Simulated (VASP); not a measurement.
A convergence study with VASP on NaBr (space group Fm-3m): one setting is varied, all else stays as given below, so the limit is that of these other settings.

```
NaBr
1.0
    0.00000     2.97008     2.97008
    2.97008     0.00000     2.97008
    2.97008     2.97008     0.00000
Na Br
1 1
Cartesian
  0.00000   0.00000   0.00000
  2.97008   2.97008   2.97008
```

These are PBE GGA, VASP's PBE PAW potentials (set 64) (plane waves; VASP) values and carry that method's errors. The tightest run used: 300 eV cut-off, 11×11×11 Γ-centred mesh, Gaussian smearing of 0.010 eV, potentials Na_pv Br.

### Question
The settings run are 3×3×3 mesh; 4×4×4 mesh; 5×5×5 mesh; 6×6×6 mesh; 7×7×7 mesh; 9×9×9 mesh; 11×11×11 mesh. From which on does the mean ε∞ stay within 0.05  of the tightest run?

### Answer
From 5×5×5 mesh on: it is off by 0.02 there and by no more than 0.05 in any finer run, while 4×4×4 mesh is off by 0.08.
```
setting        mean ε∞  irreducible k-points  difference judged ()
-------------  -------  --------------------  --------------------
3×3×3 mesh        3.18                     4                  0.30
4×4×4 mesh        2.96                     8                  0.08
5×5×5 mesh        2.90                    10                  0.02
6×6×6 mesh        2.88                    16                  0.00
7×7×7 mesh        2.88                    20                  0.00
9×9×9 mesh        2.88                    35                  0.00
11×11×11 mesh     2.88                    56                  0.00
```

Left out are rungs that failed or repeat a setting and relaxations that didn't move; long series are thinned to 24 rows.

The structure is a typed NaBr crystal (space group no. 225). The cell was not relaxed at this level.
